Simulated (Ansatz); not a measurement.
# Thermal properties of CaS from its phonons

These are results of Ansatz, DFT PBE, scalar-relativistic, plane waves, PAW, not measurements. Cutoff 420 eV, 8×8×8 k-points (Γ-centred), fixed occupations. No spin polarisation. Phonons by linear response, acoustic sum rule imposed.

Relaxed structure:
```cif
data_structure
_symmetry_space_group_name_H-M 'Fm-3m'
_symmetry_Int_Tables_number 225
_cell_length_a 5.7118
_cell_length_b 5.7118
_cell_length_c 5.7118
_cell_angle_alpha 90.000
_cell_angle_beta 90.000
_cell_angle_gamma 90.000
_cell_volume 186.35
loop_
_atom_site_label
_atom_site_type_symbol
_atom_site_symmetry_multiplicity
_atom_site_Wyckoff_symbol
_atom_site_fract_x
_atom_site_fract_y
_atom_site_fract_z
_atom_site_occupancy
Ca1 Ca 4 b 0.50000 0.00000 0.00000 1
S1 S 4 a 0.00000 0.00000 0.00000 1
```

The cell has the rock salt type, in a space group that the Crystallography Open Database lists for this formula; it was reached from a generator's guess.

Force constants from linear response on a 4×4×4 q mesh, interpolated to a fine mesh.

Phonon density of states, in bins of 5 cm⁻¹:
(bin centre (cm⁻¹), share of modes (%)): (2.5, 0.0), (7.5, 0.0), (12.5, 0.0), (17.5, 0.0), (22.5, 0.0), (27.5, 0.0), (32.5, 0.0), (37.5, 0.1), (42.5, 0.1), (47.5, 0.1), (52.5, 0.1), (57.5, 0.2), (62.5, 0.2), (67.5, 0.3), (72.5, 0.3), (77.5, 0.4), (82.5, 0.5), (87.5, 0.6), (92.5, 0.7), (97.5, 0.8), (102.5, 0.9), (107.5, 1.1), (112.5, 1.3), (117.5, 1.7), (122.5, 2.1), (127.5, 2.2), (132.5, 2.4), (137.5, 2.5), (142.5, 2.8), (147.5, 3.3), (152.5, 4.1), (157.5, 4.4), (162.5, 1.8), (167.5, 0.5), (172.5, 0.5), (177.5, 1.2), (182.5, 1.3), (187.5, 1.7), (192.5, 6.2), (197.5, 4.4), (202.5, 2.4), (207.5, 4.1), (212.5, 5.2), (217.5, 6.6), (222.5, 5.3), (227.5, 3.5), (232.5, 3.9), (237.5, 1.9), (242.5, 3.5), (247.5, 1.9), (252.5, 1.5), (257.5, 1.1), (262.5, 1.0), (267.5, 0.9), (272.5, 0.8), (277.5, 0.7), (282.5, 0.7), (287.5, 0.6), (292.5, 0.6), (297.5, 0.5), (302.5, 0.5), (307.5, 0.5), (312.5, 0.4), (317.5, 0.4), (322.5, 0.3), (327.5, 0.3), (332.5, 0.1), (337.5, 0.0)

Problem. What is the zero-point energy per atom?

Solution. 35.7 meV.

Problem. How large are the vibrational entropy and heat capacity at 300 K?

Solution. S = 3.50 k_B and C_V = 2.78 k_B per atom, 93 % of the Dulong–Petit value.

Problem. Tabulate them against temperature.

Solution.
```
T (K)  F_vib (meV/atom)  S (k_B/atom)  C_V (k_B/atom)
  100              33.3          0.92            1.67
  200              18.6          2.41            2.55
  300              -7.1          3.50            2.78
  400             -40.9          4.31            2.88
  500             -81.0          4.96            2.92
  600            -126.1          5.50            2.94
  700            -175.5          5.95            2.96
  800            -228.5          6.35            2.97
  900            -284.7          6.70            2.97
 1000            -343.8          7.01            2.98
```
